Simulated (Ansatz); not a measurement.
**InP: input, output and frames of a trajectory**

Theory: Ansatz 0.2.0, DFT PBEsol, scalar-relativistic, plane waves, PAW. The runs took a 420 eV cutoff, a shifted (0.5, 0.5, 0.5 steps) 2×2×2 mesh and Fermi–Dirac smearing (0.069 eV). The mesh is coarse. No spin polarisation.

16 atoms, starting at 1.02 times the perfect crystal's volume (space group Fm-3m, the cell as given, not relaxed at this level); constant energy, velocities drawn at 800 K, fixed cell; 33 steps of 3 fs. The run is short and not equilibrated.

Self-consistency was reached.

It took 2.9 min on 4 threads of Arm Neoverse N1 (shared host), peak memory 1.1 GiB.

Command:
```bash
ansatz run input.yaml --threads 4 --pin off --max-ram 5120MiB --backend cpu --events-out ev --progress --plain --runs-dir out
```

Input:
```yaml
crystal:
  lattice:
    - [0.0, 5.7478156716, -5.7478156716]
    - [-5.7478156716, 0.0, -5.7478156716]
    - [-5.7478156716, 5.7478156716, 0.0]
  atoms:
    - { symbol: In, position: [0.5, 0.5, 0.0] }
    - { symbol: In, position: [0.0, 0.5, 0.0] }
    - { symbol: In, position: [0.5, 0.0, 0.0] }
    - { symbol: In, position: [0.0, 0.0, 0.0] }
    - { symbol: In, position: [0.5, 0.5, 0.5] }
    - { symbol: In, position: [0.0, 0.5, 0.5] }
    - { symbol: In, position: [0.5, 0.0, 0.5] }
    - { symbol: In, position: [0.0, 0.0, 0.5] }
    - { symbol: P, position: [0.75, 0.75, 0.25] }
    - { symbol: P, position: [0.25, 0.75, 0.25] }
    - { symbol: P, position: [0.75, 0.25, 0.25] }
    - { symbol: P, position: [0.25, 0.25, 0.25] }
    - { symbol: P, position: [0.75, 0.75, 0.75] }
    - { symbol: P, position: [0.25, 0.75, 0.75] }
    - { symbol: P, position: [0.75, 0.25, 0.75] }
    - { symbol: P, position: [0.25, 0.25, 0.75] }
basis:
  ecutwfc: 420
kpoints:
  mp_grid: { grid: [2, 2, 2], shift: [0.5, 0.5, 0.5] }
hamiltonian:
  xc: pbesol
scf:
  occupations: { method: fermi_dirac, width: 0.0689 }
  lower_state_search: "off"
  convergence: { dr2_threshold: 1.0e-07 }
output:
  forces: true
  stress: true
md:
  timestep: 3.0
  n_steps: 33
  ensemble: nve
  temperature: 800.0
  initial_velocities: maxwell_boltzmann
  seed: 11537
```

Output (its end):
```
...
SCF converged after 6 iterations
Free energy (F): -50121.801732 eV
Harris-Foulkes:  -50121.801732 eV  (|F-HF|=7.79e-10)
Internal energy: -50121.727419 eV  (E = F + TS)
E sigma→0 (E₀):  -50121.764575 eV
Entropy (-TS):   -0.074314 eV (-4.645 meV/atom)
Fermi energy:    7.770476 eV
--- Per-component energies (eV) ---
  E_band       = -319.396909
  E_kinetic    = 2478.921056
  E_local      = -10344.158001  (includes V_loc(G=0)·N_el)
  E_nonlocal   = 3220.775988
  E_hartree    = 4038.371629
  E_xc         = -2182.534856
  E_vxc        = -1267.428236  (∫ρ·V_xc dr)
  E_paw        = -37105.924478  (= ΣΔE_a)
  E_vpaw       = -2484.250482  (= ΣTr[D̂ρ^β])
  E_aug_tail   = 0.000227  (compensation charges beyond the density's cutoff)
  E_ewald      = -10229.434973
  E_core_change = 2.255989  (= ΣΔE_core)
  E_smearing   = -0.074314  (= −TS)
  E_closure    = 0.000000  (closes the sum)
  Σ components = -50121.801732   (vs F -50121.801732, Δ=0.00e0)
--- Forces (eV/Å), atoms counted from 1 ---
  atom   1  In    -0.35508966     0.89675067     0.32352211
  atom   2  In     0.64355459    -0.03641785    -0.51621091
  atom   3  In     0.16660245     0.14055620     0.17438040
  atom   4  In    -0.15937148    -0.16774875    -0.64345811
  atom   5  In    -1.01743861    -0.05486655    -0.13487618
  atom   6  In    -0.04146707     0.08372244     0.05531582
  atom   7  In     0.00969559     0.17464393    -0.35907870
  atom   8  In     0.45008125    -0.29971979     0.13916744
  atom   9  P     -0.58530652    -0.50857216     0.53908172
  atom  10  P     -0.02843186     0.13755280    -0.14143156
  atom  11  P      1.43844318    -0.42162434     0.56654129
  atom  12  P      0.34288835     0.12695452    -0.13330369
  atom  13  P      0.13496001     0.18577750    -0.18757919
  atom  14  P      0.10694403    -0.35011255     0.15088415
  atom  15  P     -0.91074248     0.33048609    -0.21065352
  atom  16  P     -0.19531823    -0.23738503     0.37769124
  max |Σ_I F_I| component: 7.68e-6 eV/Å
--- Stress (GPa, compression-positive) ---
       -4.011376       0.709463       0.290443
        0.709463      -5.686687      -0.269266
        0.290443      -0.269266      -5.704569
  P = ⅓ Tr σ = -5.1342 GPa (-51.342 kbar)
--- MD trajectory: 33 steps, t = 0.0 → 99.0 fs ---
  final state: T = 390.1 K   F+E_penalty+E_count = -50121.80173218 eV   E_kin = 0.756455 eV
  conserved energy: peak-to-peak 1.938e-3 eV (1.211e-4 eV/atom) over 99.0 fs
```

Frames along the run (Å, eV/Å; dE is the potential energy from the first frame):

```xyz
16
Lattice="0.000 5.748 -5.748 -5.748 0.000 -5.748 -5.748 5.748 0.000" Properties=species:S:1:pos:R:3:forces:R:3 pbc="T T T" time_fs=0.00 dE_eV=0.0000 T_K=800
In   -2.874    2.874   -5.748    0.000    0.000    0.000
In   -2.874    0.000   -2.874    0.000    0.000    0.000
In    0.000    2.874   -2.874    0.000    0.000    0.000
In    0.000    0.000    0.000    0.000    0.000    0.000
In   -5.748    5.748   -5.748    0.000    0.000    0.000
In   -5.748    2.874   -2.874    0.000    0.000    0.000
In   -2.874    5.748   -2.874    0.000    0.000    0.000
In   -2.874    2.874    0.000    0.000    0.000    0.000
P    -5.748    5.748   -8.622    0.000    0.000    0.000
P    -5.748    2.874   -5.748    0.000    0.000    0.000
P    -2.874    5.748   -5.748    0.000    0.000    0.000
P    -2.874    2.874   -2.874    0.000    0.000    0.000
P    -8.622    8.622   -8.622    0.000    0.000    0.000
P    -8.622    5.748   -5.748    0.000    0.000    0.000
P    -5.748    8.622   -5.748    0.000    0.000    0.000
P    -5.748    5.748   -2.874    0.000    0.000    0.000
16
Lattice="0.000 5.748 -5.748 -5.748 0.000 -5.748 -5.748 5.748 0.000" Properties=species:S:1:pos:R:3:forces:R:3 pbc="T T T" time_fs=9.00 dE_eV=0.0504 T_K=774
In   -2.876    2.848   -5.733    0.027    0.066   -0.145
In   -2.883    0.010   -2.844   -0.046   -0.050    0.024
In   -0.041    2.848   -2.871    0.153    0.086   -0.104
In    0.012   -0.010   -0.012   -0.059    0.020    0.120
In   -5.754    5.744   -5.764    0.113    0.056   -0.011
In   -5.752    2.905   -2.890   -0.043   -0.142    0.032
In   -2.882    5.731   -2.850    0.047    0.107   -0.048
In   -2.853    2.917    0.002   -0.097   -0.148    0.054
P    -5.734    5.748   -8.673    0.139    0.132   -0.045
P    -5.771    2.882   -5.825    0.032   -0.081    0.130
P    -2.871    5.698   -5.735   -0.151    0.165   -0.048
P    -2.825    2.919   -2.968   -0.175   -0.138    0.159
P    -8.591    8.624   -8.620   -0.124   -0.083    0.052
P    -8.553    5.742   -5.756   -0.022    0.105    0.003
P    -5.732    8.650   -5.726    0.164   -0.154   -0.018
P    -5.766    5.714   -2.783    0.043    0.058   -0.155
16
Lattice="0.000 5.748 -5.748 -5.748 0.000 -5.748 -5.748 5.748 0.000" Properties=species:S:1:pos:R:3:forces:R:3 pbc="T T T" time_fs=15.00 dE_eV=0.1370 T_K=729
In   -2.877    2.831   -5.724    0.040    0.102   -0.301
In   -2.890    0.017   -2.823   -0.080   -0.080    0.039
In   -0.067    2.831   -2.869    0.271    0.134   -0.199
In    0.020   -0.017   -0.020   -0.105    0.036    0.252
In   -5.758    5.741   -5.775    0.214    0.089   -0.042
In   -5.754    2.926   -2.901   -0.072   -0.253    0.060
In   -2.888    5.720   -2.835    0.077    0.187   -0.083
In   -2.839    2.945    0.003   -0.164   -0.229    0.111
P    -5.723    5.750   -8.707    0.220    0.218   -0.074
P    -5.785    2.886   -5.875    0.052   -0.119    0.220
P    -2.871    5.667   -5.727   -0.247    0.240   -0.084
P    -2.794    2.947   -3.029   -0.306   -0.228    0.297
P    -8.572    8.625   -8.619   -0.188   -0.129    0.081
P    -8.508    5.740   -5.761   -0.048    0.174    0.008
P    -5.720    8.666   -5.712    0.264   -0.250   -0.014
P    -5.778    5.693   -2.724    0.072    0.108   -0.271
16
Lattice="0.000 5.748 -5.748 -5.748 0.000 -5.748 -5.748 5.748 0.000" Properties=species:S:1:pos:R:3:forces:R:3 pbc="T T T" time_fs=24.00 dE_eV=0.3284 T_K=631
In   -2.878    2.805   -5.712    0.051    0.143   -0.622
In   -2.900    0.027   -2.792   -0.128   -0.116    0.058
In   -0.105    2.806   -2.867    0.461    0.179   -0.369
In    0.031   -0.027   -0.030   -0.174    0.058    0.524
In   -5.763    5.738   -5.792    0.409    0.126   -0.094
In   -5.759    2.955   -2.917   -0.115   -0.432    0.102
In   -2.896    5.705   -2.812    0.110    0.309   -0.139
In   -2.820    2.985    0.005   -0.261   -0.330    0.211
P    -5.702    5.758   -8.760    0.301    0.338   -0.100
P    -5.807    2.889   -5.946    0.081   -0.139    0.362
P    -2.876    5.626   -5.718   -0.368    0.304   -0.142
P    -2.755    2.984   -3.113   -0.501   -0.337    0.575
P    -8.548    8.623   -8.615   -0.245   -0.175    0.101
P    -8.441    5.740   -5.768   -0.121    0.256    0.020
P    -5.695    8.685   -5.691    0.379   -0.375    0.012
P    -5.795    5.663   -2.643    0.120    0.191   -0.499
16
Lattice="0.000 5.748 -5.748 -5.748 0.000 -5.748 -5.748 5.748 0.000" Properties=species:S:1:pos:R:3:forces:R:3 pbc="T T T" time_fs=30.00 dE_eV=0.4780 T_K=554
In   -2.879    2.789   -5.706    0.052    0.165   -0.865
In   -2.907    0.033   -2.772   -0.150   -0.134    0.067
In   -0.129    2.790   -2.867    0.583    0.189   -0.490
In    0.037   -0.033   -0.035   -0.217    0.066    0.728
In   -5.764    5.737   -5.803    0.566    0.141   -0.121
In   -5.762    2.973   -2.928   -0.140   -0.552    0.127
In   -2.900    5.696   -2.797    0.122    0.382   -0.180
In   -2.808    3.011    0.008   -0.320   -0.384    0.278
P    -5.684    5.768   -8.797    0.317    0.403   -0.090
P    -5.819    2.890   -5.988    0.100   -0.126    0.465
P    -2.885    5.602   -5.713   -0.425    0.317   -0.174
P    -2.736    3.005   -3.162   -0.611   -0.382    0.794
P    -8.536    8.619   -8.611   -0.254   -0.187    0.097
P    -8.399    5.744   -5.773   -0.204    0.287    0.026
P    -5.674    8.693   -5.677    0.425   -0.435    0.029
P    -5.804    5.645   -2.595    0.156    0.248   -0.691
16
Lattice="0.000 5.748 -5.748 -5.748 0.000 -5.748 -5.748 5.748 0.000" Properties=species:S:1:pos:R:3:forces:R:3 pbc="T T T" time_fs=39.00 dE_eV=0.6828 T_K=448
In   -2.879    2.766   -5.703    0.046    0.208   -1.178
In   -2.919    0.041   -2.740   -0.156   -0.149    0.070
In   -0.161    2.767   -2.871    0.730    0.183   -0.658
In    0.046   -0.042   -0.038   -0.268    0.063    0.978
In   -5.763    5.735   -5.821    0.821    0.149   -0.143
In   -5.768    2.996   -2.942   -0.166   -0.714    0.156
In   -2.907    5.685   -2.777    0.122    0.469   -0.241
In   -2.791    3.048    0.013   -0.391   -0.446    0.360
P    -5.651    5.791   -8.854    0.279    0.468   -0.018
P    -5.837    2.888   -6.040    0.118   -0.074    0.613
P    -2.907    5.574   -5.710   -0.468    0.297   -0.205
P    -2.720    3.027   -3.217   -0.717   -0.402    1.090
P    -8.522    8.610   -8.603   -0.234   -0.181    0.083
P    -8.339    5.756   -5.779   -0.368    0.286    0.028
P    -5.633    8.696   -5.655    0.449   -0.478    0.038
P    -5.814    5.624   -2.538    0.202    0.322   -0.973
16
Lattice="0.000 5.748 -5.748 -5.748 0.000 -5.748 -5.748 5.748 0.000" Properties=species:S:1:pos:R:3:forces:R:3 pbc="T T T" time_fs=45.00 dE_eV=0.7688 T_K=404
In   -2.880    2.751   -5.705    0.037    0.256   -1.287
In   -2.927    0.046   -2.719   -0.134   -0.149    0.062
In   -0.180    2.753   -2.875    0.789    0.170   -0.740
In    0.051   -0.048   -0.037   -0.291    0.046    1.033
In   -5.759    5.735   -5.834    0.973    0.143   -0.145
In   -5.772    3.009   -2.951   -0.175   -0.804    0.167
In   -2.911    5.679   -2.763    0.114    0.507   -0.280
In   -2.782    3.071    0.018   -0.422   -0.473    0.397
P    -5.624    5.813   -8.893    0.214    0.491    0.072
P    -5.847    2.885   -6.067    0.121   -0.026    0.684
P    -2.928    5.559   -5.711   -0.466    0.262   -0.212
P    -2.719    3.036   -3.240   -0.737   -0.395    1.199
P    -8.516    8.601   -8.596   -0.206   -0.166    0.078
P    -8.304    5.767   -5.783   -0.476    0.252    0.027
P    -5.599    8.691   -5.640    0.437   -0.469    0.031
P    -5.818    5.615   -2.513    0.221    0.356   -1.086
16
Lattice="0.000 5.748 -5.748 -5.748 0.000 -5.748 -5.748 5.748 0.000" Properties=species:S:1:pos:R:3:forces:R:3 pbc="T T T" time_fs=54.00 dE_eV=0.7814 T_K=398
In   -2.880    2.730   -5.715    0.016    0.373   -1.229
In   -2.941    0.052   -2.687   -0.055   -0.139    0.027
In   -0.204    2.732   -2.887    0.808    0.149   -0.780
In    0.057   -0.056   -0.029   -0.313   -0.005    0.856
In   -5.748    5.735   -5.853    1.103    0.118   -0.135
In   -5.780    3.024   -2.964   -0.174   -0.896    0.168
In   -2.916    5.673   -2.745    0.095    0.534   -0.331
In   -2.770    3.102    0.027   -0.427   -0.490    0.424
P    -5.580    5.856   -8.948    0.066    0.495    0.273
P    -5.859    2.882   -6.093    0.107    0.049    0.708
P    -2.969    5.542   -5.716   -0.407    0.185   -0.192
P    -2.733    3.042   -3.248   -0.687   -0.372    1.155
P    -8.511    8.585   -8.584   -0.150   -0.131    0.080
P    -8.262    5.790   -5.789   -0.578    0.153    0.028
P    -5.539    8.674   -5.617    0.374   -0.398    0.000
P    -5.820    5.608   -2.499    0.223    0.374   -1.053
16
Lattice="0.000 5.748 -5.748 -5.748 0.000 -5.748 -5.748 5.748 0.000" Properties=species:S:1:pos:R:3:forces:R:3 pbc="T T T" time_fs=60.00 dE_eV=0.7223 T_K=428
In   -2.880    2.717   -5.727   -0.009    0.481   -1.055
In   -2.950    0.056   -2.665    0.028   -0.127   -0.015
In   -0.217    2.719   -2.897    0.775    0.139   -0.738
In    0.059   -0.062   -0.020   -0.318   -0.053    0.570
In   -5.737    5.735   -5.867    1.080    0.093   -0.124
In   -5.786    3.031   -2.972   -0.164   -0.919    0.159
In   -2.919    5.671   -2.735    0.082    0.533   -0.357
In   -2.764    3.121    0.035   -0.395   -0.487    0.423
P    -5.550    5.892   -8.982   -0.058    0.479    0.444
P    -5.866    2.879   -6.100    0.083    0.095    0.659
P    -3.002    5.534   -5.723   -0.315    0.117   -0.151
P    -2.753    3.041   -3.237   -0.601   -0.351    0.996
P    -8.510    8.572   -8.576   -0.108   -0.101    0.083
P    -8.242    5.807   -5.792   -0.576    0.058    0.033
P    -5.494    8.657   -5.601    0.294   -0.315   -0.033
P    -5.818    5.609   -2.505    0.202    0.360   -0.894
16
Lattice="0.000 5.748 -5.748 -5.748 0.000 -5.748 -5.748 5.748 0.000" Properties=species:S:1:pos:R:3:forces:R:3 pbc="T T T" time_fs=69.00 dE_eV=0.6038 T_K=488
In   -2.881    2.701   -5.750   -0.074    0.664   -0.685
In   -2.963    0.061   -2.633    0.187   -0.111   -0.108
In   -0.232    2.700   -2.917    0.666    0.132   -0.579
In    0.061   -0.071   -0.004   -0.311   -0.132    0.020
In   -5.713    5.736   -5.888    0.837    0.045   -0.109
In   -5.796    3.035   -2.983   -0.138   -0.881    0.133
In   -2.923    5.672   -2.721    0.065    0.498   -0.384
In   -2.757    3.147    0.050   -0.278   -0.465    0.396
P    -5.506    5.956   -9.022   -0.261    0.419    0.702
P    -5.874    2.879   -6.098    0.034    0.146    0.500
P    -3.058    5.523   -5.735   -0.069   -0.006   -0.040
P    -2.794    3.031   -3.201   -0.405   -0.297    0.654
P    -8.511    8.550   -8.561   -0.038   -0.044    0.078
P    -8.224    5.834   -5.796   -0.456   -0.108    0.048
P    -5.421    8.625   -5.579    0.106   -0.152   -0.094
P    -5.811    5.618   -2.531    0.135    0.291   -0.532
16
Lattice="0.000 5.748 -5.748 -5.748 0.000 -5.748 -5.748 5.748 0.000" Properties=species:S:1:pos:R:3:forces:R:3 pbc="T T T" time_fs=75.00 dE_eV=0.5536 T_K=514
In   -2.881    2.693   -5.768   -0.134    0.779   -0.427
In   -2.971    0.064   -2.612    0.305   -0.101   -0.188
In   -0.239    2.688   -2.932    0.568    0.132   -0.429
In    0.061   -0.077    0.007   -0.294   -0.179   -0.320
In   -5.694    5.737   -5.902    0.533    0.012   -0.104
In   -5.803    3.035   -2.990   -0.115   -0.798    0.111
In   -2.925    5.674   -2.713    0.056    0.454   -0.394
In   -2.753    3.162    0.061   -0.152   -0.440    0.361
P    -5.480    6.004   -9.040   -0.391    0.345    0.822
P    -5.879    2.880   -6.089   -0.001    0.166    0.360
P    -3.097    5.516   -5.744    0.181   -0.096    0.067
P    -2.827    3.021   -3.167   -0.246   -0.237    0.421
P    -8.512    8.536   -8.550    0.011    0.001    0.060
P    -8.218    5.851   -5.798   -0.320   -0.219    0.066
P    -5.370    8.601   -5.565   -0.072   -0.031   -0.133
P    -5.804    5.628   -2.556    0.071    0.212   -0.275
16
Lattice="0.000 5.748 -5.748 -5.748 0.000 -5.748 -5.748 5.748 0.000" Properties=species:S:1:pos:R:3:forces:R:3 pbc="T T T" time_fs=84.00 dE_eV=0.5714 T_K=505
In   -2.882    2.686   -5.797   -0.234    0.903   -0.088
In   -2.982    0.068   -2.582    0.472   -0.085   -0.323
In   -0.247    2.670   -2.957    0.407    0.135   -0.182
In    0.060   -0.088    0.021   -0.249   -0.217   -0.643
In   -5.664    5.739   -5.924   -0.079   -0.029   -0.107
In   -5.814    3.030   -3.000   -0.079   -0.576    0.080
In   -2.929    5.679   -2.703    0.042    0.361   -0.393
In   -2.748    3.183    0.079    0.092   -0.389    0.287
P    -5.450    6.084   -9.048   -0.545    0.150    0.852
P    -5.887    2.885   -6.068   -0.041    0.172    0.142
P    -3.150    5.503   -5.756    0.673   -0.236    0.265
P    -2.882    3.000   -3.107    0.000   -0.109    0.134
P    -8.513    8.513   -8.532    0.079    0.074   -0.002
P    -8.216    5.871   -5.800   -0.101   -0.348    0.101
P    -5.297    8.565   -5.547   -0.399    0.140   -0.177
P    -5.792    5.647   -2.599   -0.039    0.053    0.056
16
Lattice="0.000 5.748 -5.748 -5.748 0.000 -5.748 -5.748 5.748 0.000" Properties=species:S:1:pos:R:3:forces:R:3 pbc="T T T" time_fs=90.00 dE_eV=0.6446 T_K=468
In   -2.884    2.684   -5.817   -0.294    0.936    0.097
In   -2.987    0.070   -2.563    0.562   -0.070   -0.411
In   -0.251    2.659   -2.975    0.304    0.138   -0.025
In    0.058   -0.096    0.028   -0.211   -0.213   -0.710
In   -5.643    5.740   -5.939   -0.517   -0.046   -0.118
In   -5.821    3.025   -3.006   -0.059   -0.356    0.065
In   -2.931    5.684   -2.698    0.031    0.287   -0.384
In   -2.745    3.196    0.093    0.262   -0.350    0.228
P    -5.437    6.139   -9.042   -0.599   -0.059    0.764
P    -5.892    2.892   -6.052   -0.050    0.163    0.013
P    -3.177    5.491   -5.760    1.031   -0.323    0.401
P    -2.918    2.985   -3.066    0.152   -0.010   -0.003
P    -8.513    8.499   -8.520    0.114    0.123   -0.067
P    -8.216    5.880   -5.799    0.016   -0.388    0.124
P    -5.253    8.543   -5.538   -0.630    0.234   -0.195
P    -5.785    5.660   -2.628   -0.111   -0.067    0.220
16
Lattice="0.000 5.748 -5.748 -5.748 0.000 -5.748 -5.748 5.748 0.000" Properties=species:S:1:pos:R:3:forces:R:3 pbc="T T T" time_fs=99.00 dE_eV=0.7953 T_K=390
In   -2.889    2.686   -5.847   -0.355    0.897    0.324
In   -2.992    0.073   -2.536    0.644   -0.036   -0.516
In   -0.254    2.643   -3.001    0.167    0.141    0.174
In    0.054   -0.108    0.035   -0.159   -0.168   -0.643
In   -5.615    5.741   -5.963   -1.017   -0.055   -0.135
In   -5.833    3.015   -3.015   -0.041    0.084    0.055
In   -2.934    5.694   -2.693    0.010    0.175   -0.359
In   -2.738    3.212    0.114    0.450   -0.300    0.139
P    -5.431    6.220   -9.018   -0.585   -0.509    0.539
P    -5.902    2.904   -6.028   -0.028    0.138   -0.141
P    -3.194    5.467   -5.758    1.438   -0.422    0.567
P    -2.970    2.962   -3.003    0.343    0.127   -0.133
P    -8.511    8.481   -8.504    0.135    0.186   -0.188
P    -8.216    5.885   -5.796    0.107   -0.350    0.151
P    -5.200    8.515   -5.528   -0.911    0.330   -0.211
P    -5.777    5.679   -2.666   -0.195   -0.237    0.378
```